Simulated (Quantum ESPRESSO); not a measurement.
**HgTe (Coloradoite) in Quantum ESPRESSO: the effect of functional**

Crystal: HgTe (Coloradoite).

```
CELL_PARAMETERS angstrom
0.00000 3.21450 3.21450
3.21450 0.00000 3.21450
3.21450 3.21450 0.00000
ATOMIC_POSITIONS crystal
Hg 0.00000 0.00000 0.00000
Te 0.75000 0.75000 0.75000
```

Alike in all runs:

```yaml
Program: Quantum ESPRESSO 7.5
Task: phonon dispersion
Cutoff: 612 eV
Density_cutoff: 4898 eV
k_mesh: 6 × 6 × 6
Occupations: cold, width 0.2 eV
Spin: no spin polarisation
```

Each run relaxes the cell or the atoms first.

**Question.** One run gave: relaxed volume 33.65 Å³/atom; highest phonon frequency 145 cm⁻¹. Which functional did it use?
A. PBEsol
B. PBE
C. LDA

**Answer.** C.

```tsv
functional	potentials or basis	relaxed volume (Å³/atom)	highest phonon frequency (cm⁻¹)
LDA	GBRV 1.5 LDA	33.65	145
PBE	GBRV 1.5 PBE	37.05	126
PBEsol	GBRV 1.5 PBEsol	34.79	138
```

Caveats: the mesh is thin for the phonons of a metal.
